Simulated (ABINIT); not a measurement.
Crystal: NaCl.

```xyz
2
Lattice="0.0000 2.7941 2.7941 2.7941 0.0000 2.7941 2.7941 2.7941 0.0000" Properties=species:S:1:pos:R:3 pbc="T T T"
Cl    2.7941    2.7941    2.7941
Na    0.0000    0.0000    0.0000
```

The cell is a database's computed one.

Base run:

```yaml
Program: ABINIT 10.8.3 (patched build)
Functional: PBE
Potentials_or_basis: JTH PAW PBE v2.0
Cutoff: 1088 eV
k_mesh: 10 × 10 × 10
Occupations: fermi-dirac, width 0.05 eV
Spin: no spin polarisation
```

Its results: band gap on the k mesh 5.21 eV, direct; pressure 1.7 GPa.

After a change of settings the same cell gave: band gap on the k mesh 5.03 eV, direct; pressure 0.4 GPa. Which change was it?
A. functional from PBE to PBEsol; k mesh from 10 × 10 × 10 to 6 × 6 × 6
B. k mesh from 10 × 10 × 10 to 8 × 8 × 8
C. functional from PBE to BP86; k mesh from 10 × 10 × 10 to 8 × 8 × 8

A.

Caveats: the PAW data sets were made with another functional, which shifts forces and pressure a little (some runs).
